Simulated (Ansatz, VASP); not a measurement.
# Two plane-wave programs on Mg3Te

```
Te Mg
1.0
    -2.16751    2.16751    5.35200
     2.16751   -2.16751    5.35200
     2.16751    2.16751   -5.35200
Te Mg
1 3
Direct
  0.00000 0.00000 0.00000
  0.25000 0.75000 0.50000
  0.75000 0.25000 0.50000
  0.50000 0.50000 0.00000
```

Change from the starting cell: volume scaled by 1.04.

Alike in both runs: task single point; functional PBEsol; k mesh 9 × 9 × 9; occupations fermi-dirac, width 0.05 eV; no spin polarisation.

|  | VASP | Ansatz |
| --- | --- | --- |
| version | VASP 6.6.1 | Ansatz 0.2.0 |
| potentials or method | VASP PAW PBE potentials, release 64 (Te, Mg) | Ansatz PAW |
| plane-wave cutoff (eV) | 520 | 420 |
| valence electrons in the cell | 12 | 46 |

VASP gave:

```
gap on the k mesh at the Fermi level (eV)       : none
pressure (GPa)                                  : -2.4
largest component of the traceless stress (GPa) : 0.14
```

Q: Estimate Ansatz's values.

A: gap on the k mesh at the Fermi level (eV): none; pressure (GPa): -2.3; largest component of the traceless stress (GPa): 0.16.

A gap of «none» marks a metal or a gap that the smearing closes. The two sets of potentials don't hold the same shells in valence.

Caveats: the PAW data sets were made with another functional, which shifts forces and pressure a little (VASP); the PAW data sets come from PBE, with cores solved anew for the run's functional, which leaves a small shift of forces and pressure (Ansatz). The runs have no spin-orbit coupling, so splittings on Te are missing.
